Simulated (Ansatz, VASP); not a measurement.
Sn3Se in VASP and in Ansatz

POSCAR

```
Sn3Se
1.0
    0.0000000000      3.6826859773      3.6826859773
    3.6826859773      0.0000000000      3.6826859773
    3.6826859773      3.6826859773      0.0000000000
Sn Se
3 1
Direct
    0.2500000000      0.2500000000      0.2500000000
    0.7500000000      0.7500000000      0.7500000000
    0.5000000000      0.5000000000      0.5000000000
    0.0000000000      0.0000000000      0.0000000000
```

The input INCAR.step1:

```
SYSTEM = Sn3Se
  ALGO = Normal
  EDIFF = 1E-4
  ENCUT = 520
  GGA = PE
  ISMEAR = -1
  LASPH = .TRUE.
  LCHARG = .FALSE.
  LREAL = .FALSE.
  LWAVE = .TRUE.
  NBANDS = 32
  NELM = 100
  PREC = Accurate
  SIGMA = 0.3
```

INCAR.step2

```
SYSTEM = Sn3Se
  ALGO = Normal
  EDIFF = 1E-6
  ENCUT = 520
  ISIF = 2
  ISMEAR = -1
  ISTART = 1
  LASPH = .TRUE.
  LCHARG = .FALSE.
  LMIXTAU = .TRUE.
  LREAL = .FALSE.
  LWAVE = .FALSE.
  METAGGA = R2SCAN
  NBANDS = 32
  NELM = 100
  PREC = Accurate
  SIGMA = 0.3
```

KPOINTS

```
k-points
0
G
  6 6 6
  0 0 0
```

Input for Ansatz:

```yaml
crystal:
  lattice:
    - [0.0, 3.682685977266421, 3.682685977266421]
    - [3.682685977266421, 0.0, 3.682685977266421]
    - [3.682685977266421, 3.682685977266421, 0.0]
  atoms:
    - { symbol: Sn, position: [0.25, 0.25, 0.25] }
    - { symbol: Sn, position: [0.75, 0.75, 0.75] }
    - { symbol: Sn, position: [0.5, 0.5, 0.5] }
    - { symbol: Se, position: [0.0, 0.0, 0.0] }
accuracy: medium
kpoints:
  mp_grid:
    grid: [6, 6, 6]
hamiltonian:
  xc: r2scan
  pseudopotentials:
    kind: nc
scf:
  max_iter: 60
  self_checks: high
  mixing:
    algorithm: broyden
    beta: 0.1
  occupations:
    method: fermi_dirac
    width: 0.3
output:
  stress: true
```

The cell comes from a database or a generator and needn't be the stable form of this composition.

Alike in both runs: task single point; functional r2SCAN; k mesh 6 × 6 × 6; occupations fermi-dirac, width 0.3 eV; no spin polarisation.

|  | VASP | Ansatz |
| --- | --- | --- |
| version | VASP 6.6.1 | Ansatz 0.2.0 |
| potentials or method | VASP PAW PBE potentials, release 64 (Sn_d, Se) | plane waves, norm-conserving potentials |
| plane-wave cutoff (eV) | 520 | 1230 |
| valence electrons in the cell | 48 | 58 |

```csv
,VASP,Ansatz,Ansatz less VASP
gap on the k mesh at the Fermi level (eV),none,none,-
pressure (GPa),1.6,1.6,-0.01
```

A gap of «none» marks a metal or a gap that the smearing closes. The two sets of potentials don't hold the same shells in valence.

Caveats: the PAW data sets were made with another functional, which shifts forces and pressure a little (VASP).
